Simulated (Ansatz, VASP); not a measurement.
One calculation of Al, two programs

The input INCAR:

```
SYSTEM = Al
ALGO = Fast ; EDIFF = 1E-6
ENCUT = 520 ; GGA = PS
ISIF = 2 ; ISMEAR = 0
LASPH = .True. ; LCHARG = .True.
LELF = .True. ; LREAL = .False.
LVHAR = .True. ; LWAVE = .False.
NBANDS = 8 ; NELM = 100
PREC = Accurate ; SIGMA = 0.15
```

Contents of KPOINTS:

```
k-points
0
Gamma
  20 20 20
  0 0 0
```

The input POSCAR:

```
Al
1.0
    0.0000000000      1.9733805000      2.1251790000
    1.9733805000      0.0000000000      2.1251790000
    1.9733805000      1.9733805000      0.0000000000
Al
1
Direct
    0.0000000000      0.0000000000      0.0000000000
```

Input for Ansatz:

```yaml
crystal:
  lattice:
    - [0.0, 1.9733805, 2.125179]
    - [1.9733805, 0.0, 2.125179]
    - [1.9733805, 1.9733805, 0.0]
  atoms:
    - { symbol: Al, position: [0.0, 0.0, 0.0] }
basis:
  ecutwfc: 420
kpoints:
  mp_grid: { grid: [20, 20, 20] }
hamiltonian:
  xc: pbesol
scf:
  occupations: { method: gaussian, width: 0.15 }
output:
  forces: true
  stress: true
  eigenvalues: true
```

Change from the starting cell: strain -0.025 along x and y, +0.050 along z, atoms carried along.

Alike in both runs: task single point; functional PBEsol; k mesh 20 × 20 × 20; occupations gaussian, width 0.15 eV; no spin polarisation.

```csv
,VASP,Ansatz
version,VASP 6.6.1,Ansatz 0.2.0
potentials or method,"VASP PAW PBE potentials, release 64 (Al)","scalar-relativistic, plane waves, PAW"
plane-wave cutoff (eV),520,420
valence electrons in the cell,3,3
```

VASP gave:

```
gap on the k mesh at the Fermi level (eV)       : none
pressure (GPa)                                  : -1.4
largest component of the traceless stress (GPa) : 3.01
```

**Question.** What did Ansatz give for the same quantities?

**Answer.** gap on the k mesh at the Fermi level (eV): none; pressure (GPa): -1.4; largest component of the traceless stress (GPa): 2.99.

A gap of «none» marks a metal or a gap that the smearing closes.

Caveats: the PAW data sets were made with another functional, which shifts forces and pressure a little (VASP).
